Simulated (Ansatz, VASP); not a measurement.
**MgI2: VASP beside Ansatz**

```xyz
3
Lattice="4.2072 0.0000 -0.3086 -2.1036 3.6435 0.1543 -0.5730 0.0000 7.6031" Properties=species:S:1:pos:R:3 pbc="T T T"
Mg    0.0000    0.0000    0.0000
I    -0.6902    2.4331    5.9422
I     2.2208    1.2104    1.5067
```

Change from the starting cell: engineering shear strain xz -0.1467, normal strain along z -0.0267.

Alike in both runs: functional PBE; k mesh 6 × 6 × 4; occupations gaussian, width 0.05 eV; no spin polarisation.

Ansatz relaxed the structure, and its values are those at the end. VASP's run is a single point on that final structure, the one shown.

```csv
,VASP,Ansatz
version,VASP 6.6.1,Ansatz 0.2.0
potentials or method,"VASP PAW PBE potentials, release 64 (Mg, I)","scalar-relativistic, plane waves, PAW"
plane-wave cutoff (eV),520,520
valence electrons in the cell,16,44
```

|  | VASP | Ansatz | Ansatz less VASP |
| --- | --- | --- | --- |
| gap on the k mesh at the Fermi level (eV) | 3.50 | 3.52 | +0.016 |
| least direct gap on the mesh (eV) | 3.69 | 3.70 | +0.015 |
| pressure (GPa) | 0.1 | 0.1 | +0.05 |
| rms of the force components (eV/Å) | 0.001 | 0.003 | +0.0021 |

The two sets of potentials don't hold the same shells in valence. Ansatz warned: «stress_scf_threshold_loose».

Caveats: spin-orbit coupling is left out, which moves the levels of the heavy elements. A k mesh can miss the band edges.
